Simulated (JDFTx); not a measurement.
Al:

```xyz
1
Lattice="2.7218 0.0000 0.0000 0.0000 2.7218 0.0000 0.0000 0.0000 2.7218" Properties=species:S:1:pos:R:3 pbc="T T T"
Al    0.0000    0.0000    0.0000
```

The cell was built by a generator and needn't be a form met in nature.

| Property | Result |
| --- | --- |
| Program | JDFTx 1.7.0 (patched build) |
| Task | relaxation of cell and atoms |
| Functional | RPBE |
| Potentials or basis | SG15-PBE-1.2 with smoothed tails |
| Cutoff | 1088 eV |
| Density cutoff | 4354 eV |
| k mesh | 5 × 5 × 5 |
| Occupations | fermi-dirac, width 0.05 eV |
| Spin | no spin polarisation |

At the start: pressure 1.6 GPa; volume 20.16 Å³/atom.

Task: How do energy, volume and symmetry change on relaxing?

Result: Over 5 steps the energy falls by 2.8 meV/atom and the volume is 20.72 Å³/atom (+2.8 %); space group Pm-3m (No. 221, to 0.05 Å).

The path:
| step | energy change (eV) | largest force (eV/Å) | pressure (GPa) | volume (Å³) |
| --- | --- | --- | --- | --- |
| 1 | 0.0000 | 0.0000 | 1.62 | 20.16 |
| 2 | -0.0011 | 0.0000 | 1.24 | 20.28 |
| 3 | -0.0027 | 0.0000 | 0.11 | 20.68 |
| 4 | -0.0028 | 0.0000 | 0.01 | 20.72 |
| 5 | -0.0028 | 0.0000 | 0.00 | 20.72 |

Final structure:
```
Al
1.0
     2.74650    0.00000    0.00000
     0.00000    2.74650    0.00000
     0.00000    0.00000    2.74650
Al
1
Direct
  0.00000 0.00000 0.00000
```

Caveat: the k mesh is coarse (spacing up to 0.46 Å⁻¹), so the values aren't converged; the potentials were made for another functional, which shifts forces and pressure.
